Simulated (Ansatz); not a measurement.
## TiO2: the gap under strain

TiO2, P4_2/mnm, a = 4.640 Å, c = 3.006 Å. The compound has several low-lying forms, and this is one of them. Ansatz: PBE+U, PAW, 420 eV, Γ-centred 6×6×10 mesh on 6 atoms, Gaussian smearing 0.02 eV; U_eff Ti 4.00 eV; no spin polarisation. Series: uniaxial strain along c, with a, b and atoms relaxed; x is the strain in per cent. The gap is sought over the whole zone.

```
x (%) gap y (eV)
 -4.5       2.274
 -3.0           ?
 -1.5       2.269
  0.0       2.263
  1.5       2.259
  3.0       2.229
  4.5       2.209
```

Problem. Fit y = E0 + c1 x + c2 x² to the other rows, give the deformation potential for this strain, and predict the missing gap.

Solution. Least squares on the rows shown. y = 2.2646 − 0.0070857 x − 0.0011693 x². The deformation potential is 100 c1 = -0.71 eV per unit strain. The two rows next to zero alone give -0.33 eV per unit strain, the better figure for small strains. With a term in x³ added, the coefficient of x becomes -0.005489, 23 % less, which shows how far this figure hangs on the form. At x = -3.0 the fit asked for gives 2.275 eV. The run gave 2.274 eV, so the fit is 0.001 eV too high, within the rms miss on the fitted rows (0.004 eV): the form describes this series only roughly. Note that a band edge changes its point in the zone among the fitted rows.

Semilocal functionals give gaps under the measured ones; changes of the gap mostly carry over better.